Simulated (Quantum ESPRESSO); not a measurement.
# MgO (Fm-3m) in Quantum ESPRESSO: reference runs

Reference runs on MgO: the cell as given.

Everything below comes from runs of Quantum ESPRESSO 7.5. Logs are shortened: lines on timing, memory, paths and dates and some standing lists are left out, and cuts for length are marked.

**What was measured.**

From “Electronic structure of alkaline earth and post-transition metal oxides”, 2009, arxiv:0908.1581, for a bulk crystal of MgO: band gap 7.83 eV.

The results are compared with them further down.

**1. The crystal as given**

Symmetry: Fm-3m, No. 225, cubic system. The conventional cell has a = 4.194 Å, b = 4.194 Å, c = 4.194 Å, α = 90.00°, β = 90.00°, γ = 90.00°. Around Mg (site symmetry m-3m) lie 6 O at 2.10 Å. O (site symmetry m-3m) is surrounded by 6 Mg at 2.10 Å.

The cell is a database's computed one.

**2. Single point, PBEsol**

The input, pw.in:

```
&CONTROL
  calculation = 'scf'
  prefix = 'pwscf'
  outdir = './tmp'
  pseudo_dir = './pseudo'
  tprnfor = .true.
  tstress = .true.
  disk_io = 'low'
/
&SYSTEM
  ibrav = 0
  nat = 2
  ntyp = 2
  ecutwfc = 45
  ecutrho = 360
  nbnd = 14
  occupations = 'smearing'
  smearing = 'fd'
  degauss = 0.00367493
/
&ELECTRONS
  conv_thr = 4d-10
  electron_maxstep = 120
  mixing_beta = 0.5
/
ATOMIC_SPECIES
Mg    24.3050 mg_pbesol_v1.4.uspp.F.UPF
O     15.9990 o_pbesol_v1.2.uspp.F.UPF
CELL_PARAMETERS angstrom
   0.0000000000    2.0970013927    2.0970013927
   2.0970013927    0.0000000000    2.0970013927
   2.0970013927    2.0970013927    0.0000000000
ATOMIC_POSITIONS crystal
Mg     0.0000000000    0.0000000000    0.0000000000
O      0.5000000000    0.5000000000    0.5000000000
K_POINTS automatic
11 11 11 0 0 0
```

The input, pp_density.in:

```
&INPUTPP
  prefix = 'pwscf'
  outdir = './tmp'
  filplot = 'density.dat'
  plot_num = 0
/
&PLOT
  nfile = 1
  filepp(1) = 'density.dat'
  iflag = 3
  output_format = 6
  fileout = 'density.cube'
/
```

The input, pp_potential.in:

```
&INPUTPP
  prefix = 'pwscf'
  outdir = './tmp'
  filplot = 'potential.dat'
  plot_num = 11
/
&PLOT
  nfile = 1
  filepp(1) = 'potential.dat'
  iflag = 3
  output_format = 6
  fileout = 'potential.cube'
/
```

Potentials or basis: GBRV 1.5 PBEsol.

On the command line:

```sh
> OMP_NUM_THREADS=1 mpirun -n 2 pw.x -nk 2 -in pw.in > pw.out
> OMP_NUM_THREADS=1 mpirun -n 1 pp.x -in pp_density.in > pp_density.out
> OMP_NUM_THREADS=1 mpirun -n 1 pp.x -in pp_potential.in > pp_potential.out
```

pw.out:

```text
This program is part of the open-source Quantum ESPRESSO suite
     for quantum simulation of materials; please cite
         "P. Giannozzi et al., J. Phys.:Condens. Matter 21 395502 (2009);
         "P. Giannozzi et al., J. Phys.:Condens. Matter 29 465901 (2017);
         "P. Giannozzi et al., J. Chem. Phys. 152 154105 (2020);
     in publications or presentations arising from this work. More details at

     Message from routine setup:
     using ibrav=0 with symmetry is DISCOURAGED, use correct ibrav instead

     K-points division:     npool     =       2
     Subspace diagonalization in iterative solution of the eigenvalue problem:
     a serial algorithm will be used

     G-vector sticks info
     --------------------
     sticks:   dense  smooth     PW     G-vecs:    dense   smooth      PW
     Sum         769     379    121                14331     5029     941

     Using Slab Decomposition

     bravais-lattice index     =            0
     lattice parameter (alat)  =       5.6042  a.u.
     unit-cell volume          =     124.4580 (a.u.)^3
     number of atoms/cell      =            2
     number of atomic types    =            2
     number of electrons       =        16.00
     number of Kohn-Sham states=           14
     kinetic-energy cutoff     =      45.0000  Ry
     charge density cutoff     =     360.0000  Ry
     scf convergence threshold =      4.0E-10
     mixing beta               =       0.5000
     number of iterations used =            8  plain     mixing
     Exchange-correlation= SLA  PW   PSX  PSC
                           (   1   4  10   8   0   0   0)

     celldm(1)=   5.604187  celldm(2)=   0.000000  celldm(3)=   0.000000
     celldm(4)=   0.000000  celldm(5)=   0.000000  celldm(6)=   0.000000

     crystal axes: (cart. coord. in units of alat)
               a(1) = (   0.000000   0.707107   0.707107 )
               a(2) = (   0.707107   0.000000   0.707107 )
               a(3) = (   0.707107   0.707107   0.000000 )

     reciprocal axes: (cart. coord. in units 2 pi/alat)
               b(1) = ( -0.707107  0.707107  0.707107 )
               b(2) = (  0.707107 -0.707107  0.707107 )
               b(3) = (  0.707107  0.707107 -0.707107 )

     PseudoPot. # 1 for Mg read from file:
     mg_pbesol_v1.4.uspp.F.UPF
     Pseudo is Ultrasoft, Zval = 10.0
     Generated by new atomic code, or converted to UPF format
     Using radial grid of  821 points,  7 beta functions with:
                l(1) =   0
                l(2) =   0
                l(3) =   0
                l(4) =   1
                l(5) =   1
                l(6) =   2
                l(7) =   2
     Q(r) pseudized with  8 coefficients,  rinner =    1.200   1.200   1.200
                                                       1.200   1.200

     PseudoPot. # 2 for O  read from file:
     o_pbesol_v1.2.uspp.F.UPF
     Pseudo is Ultrasoft + core correction, Zval =  6.0
     Generated by new atomic code, or converted to UPF format
     Using radial grid of  737 points,  5 beta functions with:
                l(1) =   0
                l(2) =   0
                l(3) =   1
                l(4) =   1
                l(5) =   2
     Q(r) pseudized with  8 coefficients,  rinner =    0.900   0.900   0.900
                                                       0.900   0.900

     atomic species   valence    mass     pseudopotential
     Mg               10.00    24.30500     Mg( 1.00)
     O                 6.00    15.99900     O ( 1.00)

     48 Sym. Ops., with inversion, found

   Cartesian axes

     site n.     atom                  positions (alat units)
         1        Mg     tau(   1) = (   0.0000000   0.0000000   0.0000000  )
         2        O      tau(   2) = (   0.7071068   0.7071068   0.7071068  )

     number of k points=    56  Fermi-Dirac smearing, width (Ry)=  0.0037
                       cart. coord. in units 2pi/alat
        k(    1) = (   0.0000000   0.0000000   0.0000000), wk =   0.0015026
        k(    2) = (   0.0642824   0.0642824  -0.0642824), wk =   0.0120210
        k(    3) = (   0.1285649   0.1285649  -0.1285649), wk =   0.0120210
        k(    4) = (   0.1928473   0.1928473  -0.1928473), wk =   0.0120210
        k(    5) = (   0.2571297   0.2571297  -0.2571297), wk =   0.0120210
        k(    6) = (   0.3214122   0.3214122  -0.3214122), wk =   0.0120210
[... 48 lines left out ...]
        k(   55) = (  -0.0642824  -0.4499770   0.7071068), wk =   0.0360631
        k(   56) = (   0.0000000  -0.3856946   0.6428243), wk =   0.0360631

     Dense  grid:    14331 G-vectors     FFT dimensions: (  36,  36,  36)

     Smooth grid:     5029 G-vectors     FFT dimensions: (  24,  24,  24)

     Check: negative core charge=   -0.000002

     Initial potential from superposition of free atoms

     starting charge      15.6998, renormalised to      16.0000
     Starting wfcs are    9 randomized atomic wfcs +    5 random wfcs

     Self-consistent Calculation

     iteration #  1     ecut=    45.00 Ry     beta= 0.50
     Davidson diagonalization with overlap
     ethr =  1.00E-02,  avg # of iterations =  5.5

     total energy              =    -157.50703759 Ry
     estimated scf accuracy    <       0.34623066 Ry

     iteration #  2     ecut=    45.00 Ry     beta= 0.50
     Davidson diagonalization with overlap
     ethr =  2.16E-03,  avg # of iterations =  1.9
[... 36 lines left out ...]
     total energy              =    -157.60515621 Ry
     estimated scf accuracy    <          1.9E-09 Ry

     iteration #  8     ecut=    45.00 Ry     beta= 0.50
     Davidson diagonalization with overlap
     ethr =  1.21E-11,  avg # of iterations =  2.0

     End of self-consistent calculation

          k = 0.0000 0.0000 0.0000 (   609 PWs)   bands (ev):

   -63.9860 -30.9249 -30.9249 -30.9249  -9.3683   7.8624   7.8624   7.8624
    12.6516  23.5904  23.5904  23.5904  27.4303  29.3501

          k = 0.0643 0.0643-0.0643 (   624 PWs)   bands (ev):

   -63.9852 -30.9325 -30.9257 -30.9257  -9.2739   7.3021   7.8041   7.8041
    13.1850  22.4817  23.7957  23.7957  28.7506  28.7506

          k = 0.1286 0.1286-0.1286 (   628 PWs)   bands (ev):
[... 96 lines left out ...]
   -63.9757 -31.0035 -30.9536 -30.9361  -7.9492   3.7568   6.0871   7.1029
    17.0533  20.0708  22.0034  25.0108  28.7305  29.2821

          k =-0.0643-0.3214 0.3214 (   628 PWs)   bands (ev):

   -63.9773 -30.9910 -30.9516 -30.9322  -8.1999   4.2764   6.2687   7.2828
    16.7813  19.7053  22.5698  25.3080  27.3977  29.2370

          k = 0.0000-0.2571 0.2571 (   630 PWs)   bands (ev):

   -63.9796 -30.9758 -30.9445 -30.9288  -8.5285   4.9440   6.7185   7.4753
    15.9505  19.8237  23.3749  25.8139  25.9170  29.1265

          k = 0.3857 0.0000-0.0000 (   636 PWs)   bands (ev):

   -63.9787 -30.9727 -30.9427 -30.9427  -8.4550   4.9202   7.0119   7.0119
    16.3712  18.5343  22.8889  25.5735  25.5735  31.5803

          k = 0.4500 0.0643-0.0643 (   629 PWs)   bands (ev):
[... 36 lines left out ...]
   -63.9735 -30.9968 -30.9664 -30.9512  -7.7505   4.0094   5.6750   6.6157
    17.5654  18.9400  20.6733  26.3306  26.3333  34.2358

          k =-0.0000-0.5143 0.5143 (   630 PWs)   bands (ev):

   -63.9735 -30.9880 -30.9793 -30.9471  -7.7272   4.3972   4.9228   6.7266
    17.9674  19.9350  20.2946  25.9667  26.2840  32.4192

          k = 0.6428-0.0000 0.0000 (   636 PWs)   bands (ev):

   -63.9734 -31.0029 -30.9555 -30.9555  -7.7862   3.7395   6.5078   6.5078
    16.8970  17.8854  20.9879  26.8687  26.8687  33.5091

          k =-0.0000-0.6428 0.6428 (   642 PWs)   bands (ev):

   -63.9732 -31.0023 -30.9595 -30.9550  -7.7428   3.7725   6.2243   6.5128
    17.0705  18.1657  20.8918  26.7041  26.7806  33.6998

          k = 0.2571 0.1286 0.0000 (   628 PWs)   bands (ev):

   -63.9815 -30.9601 -30.9369 -30.9298  -8.8018   5.6469   7.2036   7.5033
    15.1265  20.0960  24.0685  24.9321  25.8371  29.5908

          k = 0.3214 0.1928-0.0643 (   632 PWs)   bands (ev):

   -63.9791 -30.9794 -30.9428 -30.9321  -8.4700   4.7768   6.8214   7.3300
    16.0869  19.5955  23.3404  25.2042  26.2956  29.8437

          k = 0.3857 0.2571-0.1286 (   628 PWs)   bands (ev):
[... 26 lines left out ...]
   -63.9745 -31.0003 -30.9621 -30.9428  -7.8149   3.9087   5.6329   6.8157
    17.7669  20.0041  21.1120  24.9080  28.1102  30.1608

          k =-0.0643-0.3214 0.4500 (   641 PWs)   bands (ev):

   -63.9753 -30.9954 -30.9618 -30.9391  -7.9337   4.0979   5.7117   6.9575
    17.7196  19.6174  21.4751  25.0661  28.2774  29.3277

          k = 0.0000-0.2571 0.3857 (   632 PWs)   bands (ev):

   -63.9771 -30.9877 -30.9546 -30.9349  -8.1829   4.4032   6.1621   7.1577
    17.1170  19.3276  22.2766  25.3506  26.9529  29.8334

          k = 0.5143 0.1286 0.0000 (   643 PWs)   bands (ev):

   -63.9752 -30.9926 -30.9543 -30.9491  -7.9906   4.1462   6.3938   6.6530
    17.8441  17.8803  21.2849  25.8069  26.7214  32.7282

          k =-0.1286-0.5143 0.6428 (   644 PWs)   bands (ev):

   -63.9740 -30.9952 -30.9627 -30.9510  -7.8145   4.0821   5.8258   6.5320
    17.9455  18.8738  20.7512  25.3057  27.2625  32.6252

          k =-0.0643-0.4500 0.5785 (   643 PWs)   bands (ev):

   -63.9736 -30.9909 -30.9737 -30.9491  -7.7351   4.3092   5.1442   6.5740
    18.2336  19.8345  20.3561  24.8287  27.5736  31.6102

          k = 0.0000-0.3857 0.5143 (   639 PWs)   bands (ev):

   -63.9741 -30.9882 -30.9764 -30.9444  -7.7810   4.4339   4.9718   6.7369
    18.4008  19.7484  20.6516  24.8623  28.1315  29.9020

          k =-0.0643-0.5785 0.7071 (   638 PWs)   bands (ev):

   -63.9734 -30.9996 -30.9592 -30.9558  -7.7630   3.8828   6.1909   6.3878
    17.4036  18.3609  20.8061  25.9482  27.1991  33.8235

          k =-0.0000-0.5143 0.6428 (   637 PWs)   bands (ev):
[... 11 lines left out ...]
   -63.9738 -30.9909 -30.9711 -30.9497  -7.7556   4.3182   5.2525   6.4669
    18.6846  19.5501  20.5335  24.2979  28.7831  30.0083

          k =-0.0643-0.4500 0.7071 (   640 PWs)   bands (ev):

   -63.9733 -30.9907 -30.9694 -30.9561  -7.7174   4.2920   5.4631   6.1945
    18.5697  19.4142  20.2805  24.2900  28.3085  31.7196

          k = 0.0000-0.3857 0.6428 (   634 PWs)   bands (ev):

   -63.9733 -30.9827 -30.9791 -30.9554  -7.6957   4.6879   4.9024   6.1910
    19.0437  19.7403  20.1210  23.7470  29.0834  30.4415

     the Fermi energy is     9.9304 ev

!    total energy              =    -157.60515621 Ry
     estimated scf accuracy    <          3.7E-10 Ry
     smearing contrib. (-TS)   =       0.00000000 Ry
     internal energy E=F+TS    =    -157.60515621 Ry

     The total energy is F=E-TS. E is the sum of the following terms:
     one-electron contribution =     -86.23505871 Ry
     hartree contribution      =      47.90634954 Ry
     xc contribution           =     -24.10168135 Ry
     ewald contribution        =     -95.17476569 Ry

     convergence has been achieved in   8 iterations

     Forces acting on atoms (cartesian axes, Ry/au):

     atom    1 type  1   force =     0.00000000    0.00000000   -0.00000000
     atom    2 type  2   force =    -0.00000000   -0.00000000    0.00000000

     Total force =     0.000000     Total SCF correction =     0.000000

     Computing stress (Cartesian axis) and pressure

          total   stress  (Ry/bohr**3)                   (kbar)     P=       23.99
   0.00016307  -0.00000000  -0.00000000           23.99       -0.00       -0.00
  -0.00000000   0.00016307   0.00000000           -0.00       23.99        0.00
  -0.00000000   0.00000000   0.00016307           -0.00        0.00       23.99

=------------------------------------------------------------------------------=
   JOB DONE.
=------------------------------------------------------------------------------=
```

Run time: 7.8 s. Hardware: 2 MPI ranks of AMD EPYC 7R43 (Zen 3), shared host; peak memory 0.16 GiB.

Results:

```yaml
Free_energy: -2144.3274 eV
Pressure: 2.4 GPa
Band_gap_on_the_k_mesh: 4.79 eV, direct
```

**3. How close it comes**

Step 2. Measured gap of MgO: 7.83 eV (quoted in “Electronic structure of alkaline earth and post-transition metal oxides”, 2009, arxiv:0908.1581). This calculation gives 4.79 eV (-3.04 eV). The value is that of PBEsol, without temperature or zero-point motion. Semilocal functionals fall short of measured gaps as a rule. The cell is a database's relaxed one, not the measured one, which moves gaps too.
